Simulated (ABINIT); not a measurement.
ZrC:

```
CELL_PARAMETERS angstrom
0.00000 2.36500 2.36500
2.36500 0.00000 2.36500
2.36500 2.36500 0.00000
ATOMIC_POSITIONS crystal
Zr 0.50000 0.50000 0.50000
C 0.00000 0.00000 0.00000
```

Base run:

* Program: ABINIT 10.8.3 (patched build)
* Functional: RPBE
* Potentials or basis: JTH PAW PBE v2.0
* Cutoff: 517 eV
* k mesh: 10 × 10 × 10
* Occupations: fermi-dirac, width 0.05 eV
* Spin: no spin polarisation

Its results: band gap on the k mesh none (metal or under the smearing width); pressure 0.1 GPa.

Problem. The run is repeated on the same cell with these changes: functional from RPBE to WC. What comes out?

Solution. Band gap on the k mesh none (metal or under the smearing width); pressure -7.9 GPa.

WC binds more tightly than RPBE, so the same cell stands under less pressure.

Caveats: the PAW data sets were made with another functional, which shifts forces and pressure a little.

Not every run made on this cell is shown here.
